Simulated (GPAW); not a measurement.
Set up this calculation in GPAW 26.7.0, as an ASE script.

```
Task                : relaxation of cell and atoms
Functional          : PBEsol
Potentials or basis : PAW data sets generated in the run's folder for this functional
Cutoff              : 600 eV
Basis               : pw
k mesh              : 4 × 4 × 4
Occupations         : fermi-dirac, width 0.05 eV
Spin                : no spin polarisation
Target pressure     : 5 GPa
Maxiter             : 150
Optimizer           : BFGS
Fmax                : 0.02 eV/Å
Max steps           : 60
Target pressure     : 5 GPa
Convergence         : density=1e-05 forces=0.0001
```

The system is Nb3Sn.

```
Sn Nb
1.0
     5.28210    0.00000    0.00000
     0.00000    5.28210    0.00000
     0.00000    0.00000    5.28210
Sn Nb
2 6
Direct
  0.50000 0.50000 0.50000
  0.00000 0.00000 0.00000
  0.00000 0.50000 0.25000
  0.00000 0.50000 0.75000
  0.50000 0.25000 0.00000
  0.75000 0.00000 0.50000
  0.50000 0.75000 0.00000
  0.25000 0.00000 0.50000
```

The input as run:

run.py

```python
from ase import Atoms
from ase.filters import FrechetCellFilter
from ase.io import write
from ase.optimize import BFGS
from ase.units import GPa
from gpaw import GPAW, PW, setup_paths

setup_paths.insert(0, '.')

atoms = Atoms(['Sn', 'Sn', 'Nb', 'Nb', 'Nb', 'Nb', 'Nb', 'Nb'],
              cell=[[5.2821, 0.0, 0.0],
                    [0.0, 5.2821, 0.0],
                    [0.0, 0.0, 5.2821]],
              scaled_positions=[[0.5, 0.5, 0.5],
                                [0.0, 0.0, 0.0],
                                [0.0, 0.5, 0.25],
                                [0.0, 0.5, 0.75],
                                [0.5, 0.25, 0.0],
                                [0.75, 0.0, 0.5],
                                [0.5, 0.75, 0.0],
                                [0.25, 0.0, 0.5]],
              pbc=True)

calc = GPAW(mode=PW(600),
            xc='PBEsol',
            kpts={'size': (4, 4, 4), 'gamma': True},
            occupations={'name': 'fermi-dirac', 'width': 0.05},
            nbands=88,
            convergence={'density': 1e-05, 'forces': 0.0001},
            maxiter=150,
            txt='gpaw.txt')
atoms.calc = calc
opt = BFGS(FrechetCellFilter(atoms, scalar_pressure=5 * GPa), trajectory='relax.traj', logfile='-')
done = opt.run(fmax=0.02, steps=60)
calc.write('gs.gpw')
write('result.traj', atoms)
print('Converged:', done)
print('Cell:', atoms.cell.cellpar().round(4))
print('Volume:', round(atoms.get_volume(), 4))
print(atoms.get_scaled_positions().round(5))
```

Potentials or basis: PAW data sets generated in the run's folder for this functional, pw.

The run is started by

```console
$ gpaw-setup -f PBEsol Nb Sn
$ OMP_NUM_THREADS=1 python run.py
```

It gave:

The relaxed volume is 17.58 Å³/atom. The relaxed cell is a = 5.200 Å, b = 5.200 Å, c = 5.200 Å, α = 90.00°, β = 90.00°, γ = 90.00°. The space group after relaxing (to 0.05 Å) is Pm-3n (No. 223). The energy change on relaxing (the enthalpy is what falls) is +3.1 meV/atom and the ionic steps are 4. The pressure after relaxing is 5.0 GPa and the band gap on the k mesh is none (metal or under the smearing width).

Caveat: later steps reuse the first step's grids.

Run time: 5.4 min on 1 thread of Intel(R) Xeon(R) Platinum 8259CL CPU @ 2.50GHz (Skylake/Cascade Lake), with other jobs on the host, peak memory 0.4 GiB.
